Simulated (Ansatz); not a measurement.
# Sc: energy and pressure over a range of volumes

Aim: scale the cell of Sc up and down at fixed shape and fractional positions, and get the equilibrium volume and bulk modulus with LAPW, PAW and all-electron datasets made for the crystal.

This is Sc in the fcc structure; at room conditions it is hcp.

Computed with Ansatz 0.2.0 (DFT PBE, scalar-relativistic, unless a step's input says otherwise).

### Step 1. The system as given

The structure is cubic, space group Fm-3m (No. 225). The conventional cell has a = 4.541 Å, b = 4.541 Å, c = 4.541 Å, α = 90.00°, β = 90.00°, γ = 90.00°. Sc (site symmetry m-3m) is surrounded by 12 Sc at 3.21 Å.

As a file:

```
CELL_PARAMETERS angstrom
0.00000 2.27050 2.27050
2.27050 0.00000 2.27050
2.27050 2.27050 0.00000
ATOMIC_POSITIONS crystal
Sc 0.00000 0.00000 0.00000
```

The cell is a deposited one (Crystallography Open Database entry 9008483); the temperature and pressure of the measurement aren't taken into account, and nothing was relaxed.

### Step 2. Volume × 0.95, LAPW

Contents of input.yaml:

```yaml
crystal:
  lattice:
    - [0.0, 2.2320095133, 2.2320095133]
    - [2.2320095133, 0.0, 2.2320095133]
    - [2.2320095133, 2.2320095133, 0.0]
  atoms:
    - { symbol: Sc, position: [0.0, 0.0, 0.0] }
kpoints:
  mp_grid: { grid: [15, 15, 15] }
scf:
  occupations: { method: fermi_dirac, width: 0.03 }
hamiltonian:
  xc: pbe
  pseudopotentials: { kind: all_electron, lapw: { basis_error: 0.001 } }
output:
  forces: true
  stress: true
  eigenvalues: true
```

### Step 3. Volume × 0.95, PAW

Edit input.yaml of step 2 so:

```diff
@@ -13,3 +13,3 @@
   xc: pbe
-  pseudopotentials: { kind: all_electron, lapw: { basis_error: 0.001 } }
+  pseudopotentials: { kind: paw }
 output:
@@ -18 +18,2 @@
   eigenvalues: true
+  efg: { contact_densities: true }
```

### Step 4. Volume × 0.95, crystal datasets

Edit input.yaml of step 3 so:

```diff
@@ -13,3 +13,3 @@
   xc: pbe
-  pseudopotentials: { kind: paw }
+  pseudopotentials: { kind: all_electron, datasets: crystal }
 output:
```

### Step 5. Volume × 0.975, LAPW

Contents of input.yaml:

```yaml
crystal:
  lattice:
    - [0.0, 2.251419266, 2.251419266]
    - [2.251419266, 0.0, 2.251419266]
    - [2.251419266, 2.251419266, 0.0]
  atoms:
    - { symbol: Sc, position: [0.0, 0.0, 0.0] }
kpoints:
  mp_grid: { grid: [15, 15, 15] }
scf:
  occupations: { method: fermi_dirac, width: 0.03 }
hamiltonian:
  xc: pbe
  pseudopotentials: { kind: all_electron, lapw: { basis_error: 0.001 } }
output:
  forces: true
  stress: true
  eigenvalues: true
```

### Step 6. Volume × 0.975, PAW

Edit input.yaml of step 5 so:

```diff
@@ -13,3 +13,3 @@
   xc: pbe
-  pseudopotentials: { kind: all_electron, lapw: { basis_error: 0.001 } }
+  pseudopotentials: { kind: paw }
 output:
@@ -18 +18,2 @@
   eigenvalues: true
+  efg: { contact_densities: true }
```

### Step 7. Volume × 1.025, LAPW

Contents of input.yaml:

```yaml
crystal:
  lattice:
    - [0.0, 2.2892653138, 2.2892653138]
    - [2.2892653138, 0.0, 2.2892653138]
    - [2.2892653138, 2.2892653138, 0.0]
  atoms:
    - { symbol: Sc, position: [0.0, 0.0, 0.0] }
kpoints:
  mp_grid: { grid: [15, 15, 15] }
scf:
  occupations: { method: fermi_dirac, width: 0.03 }
hamiltonian:
  xc: pbe
  pseudopotentials: { kind: all_electron, lapw: { basis_error: 0.001 } }
output:
  forces: true
  stress: true
  eigenvalues: true
```

### Step 8. Volume × 1.025, PAW

Edit input.yaml of step 7 so:

```diff
@@ -13,3 +13,3 @@
   xc: pbe
-  pseudopotentials: { kind: all_electron, lapw: { basis_error: 0.001 } }
+  pseudopotentials: { kind: paw }
 output:
@@ -18 +18,2 @@
   eigenvalues: true
+  efg: { contact_densities: true }
```

### Step 9. Volume × 1.05, LAPW

Contents of input.yaml:

```yaml
crystal:
  lattice:
    - [0.0, 2.3077279282, 2.3077279282]
    - [2.3077279282, 0.0, 2.3077279282]
    - [2.3077279282, 2.3077279282, 0.0]
  atoms:
    - { symbol: Sc, position: [0.0, 0.0, 0.0] }
kpoints:
  mp_grid: { grid: [15, 15, 15] }
scf:
  occupations: { method: fermi_dirac, width: 0.03 }
hamiltonian:
  xc: pbe
  pseudopotentials: { kind: all_electron, lapw: { basis_error: 0.001 } }
output:
  forces: true
  stress: true
  eigenvalues: true
```

### Step 10. Volume × 1.05, PAW

Edit input.yaml of step 9 so:

```diff
@@ -13,3 +13,3 @@
   xc: pbe
-  pseudopotentials: { kind: all_electron, lapw: { basis_error: 0.001 } }
+  pseudopotentials: { kind: paw }
 output:
@@ -18 +18,2 @@
   eigenvalues: true
+  efg: { contact_densities: true }
```

### Step 11. Volume × 1.05, crystal datasets

Edit input.yaml of step 10 so:

```diff
@@ -13,3 +13,3 @@
   xc: pbe
-  pseudopotentials: { kind: paw }
+  pseudopotentials: { kind: all_electron, datasets: crystal }
 output:
```

(Steps that only read results are left out.)

What does the calculation give?

The runs gave:

| quantity | value |
| --- | --- |
| pressure at 22.24 Å³/atom (LAPW) | 6.17 GPa |
| pressure at 24.58 Å³/atom (LAPW) | 0.13 GPa |

In words: Over this range the mean stiffness −dP/dlnV is 60 GPa by LAPW; the pressure keeps one sign, so equilibrium lies outside the range. No thermal or zero-point expansion is included.
